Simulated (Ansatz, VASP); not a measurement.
**Two plane-wave programs on Be**

```
CELL_PARAMETERS angstrom
2.21654 0.00000 0.00000
-1.10827 1.91958 0.00000
0.00000 0.00000 3.49479
ATOMIC_POSITIONS crystal
Be 0.33333 0.66667 0.25000
Be 0.66667 0.33333 0.75000
```

Alike in both runs: functional PBE; k mesh 30 × 30 × 16; occupations gaussian, width 0.1 eV; no spin polarisation.

Ansatz relaxed the structure, and its values are those at the end. VASP's run is a single point on that final structure, the one shown.

|  | VASP | Ansatz |
| --- | --- | --- |
| version | VASP 6.6.1 | Ansatz 0.2.0 |
| potentials or method | VASP PAW PBE potentials, release 64 (Be) | scalar-relativistic, plane waves, PAW |
| plane-wave cutoff (eV) | 520 | 420 |
| valence electrons in the cell | 4 | 4 |

Ansatz gave:

```
gap on the k mesh at the Fermi level (eV) : none
pressure (GPa)                            : 8.4
```

Problem. Estimate VASP's values.

Solution. gap on the k mesh at the Fermi level (eV): none; pressure (GPa): 8.6.

A gap of «none» marks a metal or a gap that the smearing closes. With one functional, cell and mesh, what is left measures potentials, basis and numerics.
